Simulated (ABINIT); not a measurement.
The system is P.

```
CELL_PARAMETERS angstrom
1.72573 0.99635 3.12968
-1.72573 0.99635 3.12968
0.00000 -1.99270 3.12968
ATOMIC_POSITIONS crystal
P 0.77292 0.77292 0.77292
P 0.22708 0.22708 0.22708
```

This isn't the form of P at room conditions, which is orthorhombic.

Base run:

```yaml
Program: ABINIT 10.8.3 (patched build)
Functional: PBEsol
Potentials_or_basis: PseudoDojo NC SR PBEsol v0.4.1 standard
Cutoff: 490 eV
k_mesh: 7 × 7 × 7
Occupations: fermi-dirac, width 0.05 eV
Spin: no spin polarisation
```

Its results: band gap on the k mesh none (metal or under the smearing width); pressure -2.0 GPa; largest force 0.234 eV/Å.

The run is repeated on the same cell with these changes: functional from PBEsol to BLYP; potentials or basis from PseudoDojo NC SR PBEsol v0.4.1 standard to Ansatz NC PBE; cutoff from 490 eV to 435 eV. What comes out?

Band gap on the k mesh none (metal or under the smearing width); pressure 9.5 GPa; largest force 0.060 eV/Å.

Caveats: the cutoff is short for stress, so the pressure is rough (some runs); the potentials were made for another functional, which shifts forces and pressure (some runs).
